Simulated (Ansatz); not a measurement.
A surface is cut from this relaxed crystal of Ti:

```
Ti
1.0
     2.90044    0.00000    0.00000
    -1.45022    2.51185    0.00000
     0.00000    0.00000    4.59099
Ti
2
Direct
  0.33333 0.66667 0.25000
  0.66667 0.33333 0.75000
```

Miller indices refer to the conventional cell of P6_3/mmc (No. 194), a = 2.900 Å, b = 2.900 Å, c = 4.591 Å, α = 90.00°, β = 90.00°, γ = 120.00°.

The (102) slab of 14 planes, 10.7 Å thick with 15 Å of vacuum as cut; outer planes Ti (top) and Ti (bottom).

The calculation used DFT PBEsol, scalar-relativistic, plane waves, PAW in Ansatz 0.2.0. Settings: cutoff 420 eV, Γ-centred mesh 12×5×1 on the computed 14-atom cell, Gaussian smearing of 0.10 eV; no spin polarisation. A dipole correction removes the field between periodic images along c.

Results for the relaxed slab:

| Quantity | Value |
| --- | --- |
| Surface energy (mean of both faces) | 2.18 J/m² |
| Work function | 3.58 eV |

Relaxation lowers the energy by 0.132 J/m² a face; the largest move is 0.386 Å.

```tsv
plane (bottom to top)	atoms	spacing to next, bulk (Å)	relaxed (Å)	change (%)
1	Ti	0.565	0.393	-30.4
2	Ti	1.130	1.194	+5.7
3	Ti	0.565	0.362	-35.9
4	Ti	1.130	1.276	+13.0
5	Ti	0.565	0.505	-10.5
6	Ti	1.130	1.133	+0.3
7	Ti	0.565	0.574	+1.6
8	Ti	1.130	1.133	+0.3
9	Ti	0.565	0.505	-10.5
10	Ti	1.130	1.276	+13.0
11	Ti	0.565	0.362	-35.9
12	Ti	1.130	1.194	+5.7
13	Ti	0.565	0.393	-30.4
14	Ti
```